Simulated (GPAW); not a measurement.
Runs of GPAW 26.7.0 on TiSi2. The structure is orthorhombic, space group Fddd (No. 70). Conventional cell: a = 4.779 Å, b = 8.235 Å, c = 8.526 Å, α = 90.00°, β = 90.00°, γ = 90.00°. Ti (site symmetry 222) has 10 Si at 2.55 to 2.78 Å as nearest neighbours. Si (site symmetry 2) is surrounded by 5 Si at 2.52 to 2.79 Å and 5 Ti at 2.55 to 2.78 Å. The cell is a database's computed one.

```csv
task,level,potentials or basis,cell,k mesh,optimizer,fmax,max steps,convergence,band path,gap on the mesh (eV),pressure (GPa),relaxed volume (Å³/atom),largest force (eV/Å)
relaxation of cell and atoms,revPBE,"the program's PAW data sets (release 1.2.1) made for this functional, pw",relaxed,5 × 5 × 5,BFGS,0.02 eV/Å,60,density=1e-05 forces=0.0001,-,none,0.0,14.39,-
relaxation of cell and atoms,RPBE,"the program's PAW data sets (release 1.2.1) made for this functional, pw",relaxed,5 × 5 × 5,BFGS,0.02 eV/Å,60,density=1e-05 forces=0.0001,-,none,0.0,(b),-
band structure,LDA,"the program's PAW data sets (release 1.2.1) made for this functional, pw",as given,7 × 7 × 7,-,-,-,-,"GYTZGXA1Y,TX1,XAZ,LG",-,-4.7,-,0.06
band structure,PBEsol,"PAW data sets generated in the run's folder for this functional, pw",as given,7 × 7 × 7,-,-,-,-,"GYTZGXA1Y,TX1,XAZ,LG",-,(a),-,0.05
```

Alike in all rows: no spin polarisation; cutoff (eV) 600; smearing fermi-dirac 0.05 eV.

Question: Estimate the missing entries.

Answer: (a) -1.5; (b) 14.46.

Caveats: later steps reuse the first step's grids (some runs).

A gap of «none» marks a metal or a gap under the smearing width.
